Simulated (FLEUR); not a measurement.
# Al (Fm-3m) in FLEUR: a series of runs, part 2 of 2

FLEUR MaX-R8.1 (patched build s14). The steps go on from the part before.

## Step 3: Equation of state, Wu-Cohen GGA, 15.61 Å³/atom (volume scaled by 0.94)

The input, inp.xml:

```xml
<?xml version="1.0" encoding="UTF-8" standalone="no"?>
<fleurInput fleurInputVersion="0.39">
   <comment>
      Al                                                                                                  
   </comment>
   <calculationSetup>
      <cutoffs Kmax="3.8" Gmax="11.8" GmaxXC="11.8" numbands="0"/>
      <scfLoop itmax="60" minDistance="0.00001" maxIterBroyd="15" imix="Anderson" alpha="0.05" precondParam="0.0" spinf="2.0"/>
      <coreElectrons ctail="T" frcor="F" kcrel="0" coretail_lmax="0"/>
      <xcFunctional name="wc" relativisticCorrections="F"/>
      <magnetism jspins="1"/>
      <soc l_soc="F" theta="0.0" phi="0.0" spav="F"/>
      <expertModes spex="0" secvar="F"/>
      <geometryOptimization l_f="F" forcealpha="1.0" forcemix="BFGS" epsdisp="0.00001" epsforce="0.00001"/>
      <ldaU l_linMix="F" mixParam="0.05" spinf="1.0"/>
   </calculationSetup>
   <cell>
      <bzIntegration valenceElectrons="11.0" mode="hist" fermiSmearingEnergy="0.00183747">
         <kPointListSelection listName="default-1"/>
         <!-- k-points included here -->
         <xi:include xmlns:xi="http://www.w3.org/2001/XInclude" href="kpts.xml"> </xi:include>
      </bzIntegration>
      <!-- symmetry operations included here -->
      <xi:include xmlns:xi="http://www.w3.org/2001/XInclude" href="sym.xml"> </xi:include>
      <bulkLattice scale="0.9795861087">
         <bravaisMatrix>
            <row-1>    0.0000000000000000     3.8263269057207032     3.8263269057207032</row-1>
            <row-2>    3.8263269057207032     0.0000000000000000     3.8263269057207032</row-2>
            <row-3>    3.8263269057207032     3.8263269057207032     0.0000000000000000</row-3>
         </bravaisMatrix>
      </bulkLattice>
   </cell>
   <atomSpecies>
      <species name="Aluminum (Al)" element="Al" atomicNumber="13">
         <mtSphere radius="2.45" gridPoints="829" logIncrement="0.014"/>
         <atomicCutoffs lmax="10" lnonsphr="8"/>
         <electronConfig flipSpins="F">
            <coreConfig>(1s1/2)</coreConfig>
            <valenceConfig>(2s1/2) (2p1/2) (2p3/2) (3s1/2) (3p1/2) (3p3/2)</valenceConfig>
            <stateOccupation state="(3p1/2)" spinUp="0.166667" spinDown="0.166667"/>
            <stateOccupation state="(3p3/2)" spinUp="0.333333" spinDown="0.333333"/>
         </electronConfig>
         <energyParameters s="3" p="3" d="3" f="4"/>
         <lo type="SCLO" l="0" n="2" eDeriv="0"/>
         <lo type="SCLO" l="1" n="2" eDeriv="0"/>
         <lo type="SCLO" l="2" n="3" eDeriv="2"/>
         <lo type="SCLO" l="3" n="4" eDeriv="2"/>
      </species>
   </atomSpecies>
   <atomGroups>
      <atomGroup species="Aluminum (Al)">
         <relPos label="                   1">.0000000000 .0000000000 .0000000000</relPos>
         <force calculate="T" relaxXYZ="TTT"/>
      </atomGroup>
   </atomGroups>
   <output dos="F" band="F" slice="F">
      <checks vchk="F" cdinf="F"/>
      <bandDOS minEnergy="-.5*Htr" maxEnergy="0.5*Htr" sigma="0.015" storeEVData="T"/>
      <vacuumDOS vacdos="F" integ="F" star="F" nstars="0" locx1="0.0" locy1="0.0" locx2="0.0" locy2="0.0" nstm="0" tworkf="0.0"/>
      <unfoldingBand unfoldBand="F" supercellX="1" supercellY="1" supercellZ="1"/>
      <plotting iplot="0" polar="F">
         <plot TwoD="T" vec1="  1.0  0.0  0.0" vec2="  0.0  1.0  0.0" vec3="  0.0  0.0  1.0" zero="  0.0  0.0  0.0" file="plot"/>
      </plotting>
      <chargeDensitySlicing numkpt="0" minEigenval="0.0" maxEigenval="0.0" nnne="0" pallst="F"/>
      <specialOutput eonly="F"/>
      <magneticCircularDichroism mcd="F" energyLo="-10.0" energyUp="0.0"/>
   </output>
  <!-- We include the file relax.xml here to enable relaxations (see documentation) -->
  <xi:include xmlns:xi="http://www.w3.org/2001/XInclude" href="relax.xml"> <xi:fallback/> </xi:include>
</fleurInput>
```

Potentials or basis: all-electron, FLAPW.

Command:

```sh
$ inpgen -f crystal.txt -profile fastHighL
$ # inp.xml edited to the form shown
$ fleur
```

The program printed:

```text
Welcome to FLEUR        (www.flapw.de)
      MaX-Release 8.1          (www.max-centre.eu)

 ========== k-point set info ==========
 Selected k-point list: default-1
 k-point list type: mesh
 11 x 11 x 11
 Number of k points: 56

 ------------Calculation Setup---------------------------
 Number of OMP-threads    :            1
 Number of basis functions:          141
 Approximate size of matrices (H+S) per k-point:         0.000 GB
 --------------------------------------------------------
 Iteration:     1   Distance:       3.91410835 me/bohr^3
 Iteration:     2   Distance:       3.70071430 me/bohr^3
 Iteration:     3   Distance:       1.14061048 me/bohr^3
 Iteration:     4   Distance:       0.10047615 me/bohr^3
 Iteration:     5   Distance:       0.08814157 me/bohr^3
 Iteration:     6   Distance:       0.00498510 me/bohr^3
 Iteration:     7   Distance:       0.00810135 me/bohr^3
 Iteration:     8   Distance:       0.00022434 me/bohr^3
 Iteration:     9   Distance:       0.00003898 me/bohr^3
 Iteration:    10   Distance:       0.00000170 me/bohr^3

 ********************************************************************
 Run finished successfully
 Stop message:
   all done
 ********************************************************************
```

out.xml (last iteration):

```text
<iteration numberForCurrentRun="   10" overallNumber="   10">
         <energyParameters units="Htr">
            <atomicEP atomType="1" spin="1" branch="3s" branchLowest="-3.49" branchHighest="1.00" value="0.0783075848"/>
            <atomicEP atomType="1" spin="1" branch="3p" branchLowest="-2.08" branchHighest="1.41" value="0.2368280322"/>
            <atomicEP atomType="1" spin="1" branch="3d" branchLowest="-9.99" branchHighest="1.77" value="0.4166835625"/>
            <atomicEP atomType="1" spin="1" branch="4f" branchLowest="-9.99" branchHighest="3.39" value="0.5850495613"/>
            <loAtomicEP atomType="1" spin="1" branch="2s" branchLowest="-55.01" branchHighest="-3.49" value="-3.4910543270"/>
            <loAtomicEP atomType="1" spin="1" branch="2p" branchLowest="-9.99" branchHighest="-2.08" value="-2.0838714032"/>
            <loAtomicEP atomType="1" spin="1" branch="3d" branchLowest="-9.99" branchHighest="1.77" value="0.4166812440"/>
            <loAtomicEP atomType="1" spin="1" branch="4f" branchLowest="-9.99" branchHighest="3.39" value="0.5850483535"/>
         </energyParameters>
         <eigenvalues>
            <eigenvaluesAt spin="1" ikpt="1" k_x="0.00000000" k_y="0.00000000" k_z="0.00000000">
                      -3.4911904175       -2.0833783521       -2.0833783521       -2.0833783521       -0.1255345082
                       0.7721416611        0.7721416611        0.7721416611        0.8438890172
            </eigenvaluesAt>
            <eigenvaluesAt spin="1" ikpt="2" k_x="0.00000000" k_y="0.00000000" k_z="0.09090909">
                      -3.4911793479       -2.0834610861       -2.0833910062       -2.0833910062       -0.1169714483
                       0.6649990457        0.7513728833        0.7513728833        0.8639973635
            </eigenvaluesAt>
            <eigenvaluesAt spin="1" ikpt="3" k_x="0.00000000" k_y="0.00000000" k_z="0.18181818">
                      -3.4911501306       -2.0836837993       -2.0834251489       -2.0834251489       -0.0913800377
                       0.5267123720        0.7252321897        0.7252321897        0.8538194000
            </eigenvaluesAt>
            <eigenvaluesAt spin="1" ikpt="4" k_x="0.00000000" k_y="0.00000000" k_z="0.27272727">
                      -3.4911122012       -2.0839759514       -2.0834706025       -2.0834706025       -0.0490382716
                       0.3965391479        0.7102605849        0.7102605849        0.8441217120
            </eigenvaluesAt>
         </eigenvalues>
         <bandgap value="0.2816371968" units="eV"/>
         <sumValenceSingleParticleEnergies value="-19.0971323614" units="Htr"/>
         <FermiEnergy value="0.2975611068" units="Htr"/>
         <valenceDensity>
            <mtCharges spin="1">
               <mtCharge atomType="1" total="9.7876361" s="2.7797596" p="6.8199891" d="0.1756507" f="0.0113357"/>
            </mtCharges>
            <spinDependentCharge spin="1" total="11.0000000" interstitial="1.2123639" mtSpheres="9.7876361"/>
            <totalCharge value="11.0000000000"/>
         </valenceDensity>
         <coreStates atomType="     1" atomicNumber=" 13" spin="1" kinEnergy="    159.0372880477" eigValSum="   -110.0121596618" lostElectrons=" 0.000000">
            <state n="1" l="0" j="0.5" energy="-55.0060798309" weight="1.0000000000"/>
         </coreStates>
         <allElectronCharges>
            <spinDependentCharge spin="1" total="13.0000000" interstitial="1.2123639" mtSpheres="11.7876361"/>
            <totalCharge value="13.0000000001"/>
         </allElectronCharges>
         <totalEnergy                                    value="     -242.6185945026" units="Htr">
            <sumOfEigenvalues                            value="     -129.1092920232">
               <coreElectrons value="-110.0121596618"/>
               <valenceElectrons value="-19.0971323614"/>
            </sumOfEigenvalues>
            <densityCoulombPotentialIntegral value="-348.2537702524"/>
            <densityEffectivePotentialIntegral value="-372.2329583325"/>
            <chargeDenXCDenIntegral value="-18.4444219658"/>
            <FockExchangeEnergyValence value="0.0000000000"/>
            <FockExchangeEnergyCore value="0.0000000000"/>
            <atomTypeDependentContributions atomType="1">
               <electronNucleiInteractionDifferentMTs value="288.3467587464"/>
               <MadelungTerm value="-4.8241949735"/>
            </atomTypeDependentContributions>
            <tkbTimesEntropy value="0.0001443018"/>
            <freeEnergy value="-242.6187388044"/>
            <extrapolationTo0K value="-242.6186666535"/>
         </totalEnergy>
         <densityConvergence units="me/bohr^3">
            <chargeDensity spin="1" distance="0.0000016998"/>
         </densityConvergence>
      </iteration>
```

Run time: 4 s. Hardware: 1 thread of INTEL XEON PLATINUM 8581C at 2.30GHz (Emerald Rapids), shared host; peak memory 0.09 GiB.

Results:

- Free energy: -6601.9922 eV
- Band gap on the k mesh: none (metal or under the smearing width)
- Valence electrons inside the program's atomic spheres: Al 9.79 (radii Al 2.45 bohr)

## Step 4: Equation of state, Wu-Cohen GGA, 15.94 Å³/atom (volume scaled by 0.96)

Edit inp.xml of step 3 so:

```diff
@@ -24,3 +24,3 @@
       <xi:include xmlns:xi="http://www.w3.org/2001/XInclude" href="sym.xml"> </xi:include>
-      <bulkLattice scale="0.9795861087">
+      <bulkLattice scale="0.9864848297">
          <bravaisMatrix>
```

Command:

```sh
$ inpgen -f crystal.txt -profile fastHighL
$ # inp.xml edited to the form shown
$ fleur
```

Wall time 4.1 s (1 thread of INTEL XEON PLATINUM 8581C at 2.30GHz (Emerald Rapids), shared host); peak memory 0.09 GiB.

The run converged. Its results:

```
Free energy                                           : -6601.9978 eV
Band gap on the k mesh                                : none (metal or under the smearing width)
Valence electrons inside the program's atomic spheres : Al 9.76 (radii Al 2.45 bohr)
```

## Step 5: Equation of state, Wu-Cohen GGA, 16.60 Å³/atom

Edit inp.xml of step 4 so:

```diff
@@ -24,3 +24,3 @@
       <xi:include xmlns:xi="http://www.w3.org/2001/XInclude" href="sym.xml"> </xi:include>
-      <bulkLattice scale="0.9864848297">
+      <bulkLattice scale="1.0000000000">
          <bravaisMatrix>
```

Command:

```sh
$ inpgen -f crystal.txt -profile fastHighL
$ # inp.xml edited to the form shown
$ fleur
```

Run time: 4.2 s. Hardware: 1 thread of INTEL XEON PLATINUM 8581C at 2.30GHz (Emerald Rapids), shared host; peak memory 0.09 GiB.

The run converged. Its results:

* Free energy: -6601.9979 eV
* Band gap on the k mesh: none (metal or under the smearing width)
* Valence electrons inside the program's atomic spheres: Al 9.70 (radii Al 2.45 bohr)

## Step 6: Equation of state, Wu-Cohen GGA, 17.27 Å³/atom (volume scaled by 1.04)

Edit inp.xml of step 5 so:

```diff
@@ -24,3 +24,3 @@
       <xi:include xmlns:xi="http://www.w3.org/2001/XInclude" href="sym.xml"> </xi:include>
-      <bulkLattice scale="1.0000000000">
+      <bulkLattice scale="1.0131594038">
          <bravaisMatrix>
```

Potentials or basis: all-electron, FLAPW.

Command:

```sh
$ inpgen -f crystal.txt -profile fastHighL
$ # inp.xml edited to the form shown
$ fleur
```

Wall time 4.4 s (1 thread of INTEL XEON PLATINUM 8581C at 2.30GHz (Emerald Rapids), shared host); peak memory 0.09 GiB.

The run converged. Its results:

| Property | Result |
| --- | --- |
| Free energy | -6601.9856 eV |
| Band gap on the k mesh | none (metal or under the smearing width) |
| Valence electrons inside the program's atomic spheres | Al 9.66 (radii Al 2.45 bohr) |

## Step 7: Equation of state, Wu-Cohen GGA, 17.60 Å³/atom (volume scaled by 1.06)

Edit inp.xml of step 6 so:

```diff
@@ -24,3 +24,3 @@
       <xi:include xmlns:xi="http://www.w3.org/2001/XInclude" href="sym.xml"> </xi:include>
-      <bulkLattice scale="1.0131594038">
+      <bulkLattice scale="1.0196128224">
          <bravaisMatrix>
```

Command:

```sh
$ inpgen -f crystal.txt -profile fastHighL
$ # inp.xml edited to the form shown
$ fleur
```

Run time: 4.5 s. Hardware: 1 thread of INTEL XEON PLATINUM 8581C at 2.30GHz (Emerald Rapids), shared host; peak memory 0.09 GiB.

The run converged. Its results:

```yaml
Free_energy: -6601.9756 eV
Band_gap_on_the_k_mesh: none (metal or under the smearing width)
Valence_electrons_inside_the_program's_atomic_spheres: Al 9.64 (radii Al 2.45 bohr)
```

## Step 8: Equation of state, Wu-Cohen GGA

This step only gathers the single runs of the series.

What came out:

```
Equilibrium volume                      : 16.27 Å³/atom
Bulk modulus                            : 81 GPa
Pressure derivative of the bulk modulus : 4.5 (rough: it moves with the points fitted)
```

Energy against volume, from the lowest point:
```
volume (Å³/atom)  energy (meV/atom)
          15.607               5.67
          15.939               0.07
          16.603               0.00
          17.267              12.28
          17.599              22.26
```

## Step 9: How close it comes

Step 8. Against the measured bulk modulus of Al, 76.9 GPa (quoted in “The interpretation of polycrystalline coherent inelastic neutron scattering from aluminium”, 2013, pmc:3831299), the calculated 81 GPa is off by +5.7 %. The fit is for a static lattice scaled at fixed shape and fixed fractional positions. The cell as given is a measured one (16.60 Å³/atom); Wu-Cohen GGA puts the equilibrium volume -2.0 % from it, thermal expansion not counted.
